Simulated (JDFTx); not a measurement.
Ta:

```xyz
1
Lattice="-1.6513 1.6513 1.6513 1.6513 -1.6513 1.6513 1.6513 1.6513 -1.6513" Properties=species:S:1:pos:R:3 pbc="T T T"
Ta    0.0000    0.0000    0.0000
```

Base run:

| Quantity | Value |
| --- | --- |
| Program | JDFTx 1.7.0 (patched build) |
| Functional | PBE |
| Potentials or basis | PseudoDojo-SR-PBE-0.5-standard |
| Cutoff | 789 eV |
| Density cutoff | 3157 eV |
| k mesh | 11 × 11 × 11 |
| Occupations | fermi-dirac, width 0.05 eV |
| Spin | no spin polarisation |

Its results: band gap on the k mesh none (metal or under the smearing width); pressure 2.5 GPa.

Task: The run is repeated on the same cell with these changes: functional from PBE to PBEsol; potentials or basis from PseudoDojo-SR-PBE-0.5-standard to PseudoDojo-SR-PBEsol-0.4.1-standard with smoothed tails. What comes out?

Result: Band gap on the k mesh none (metal or under the smearing width); pressure -4.2 GPa.

Not every run made on this cell is shown here.
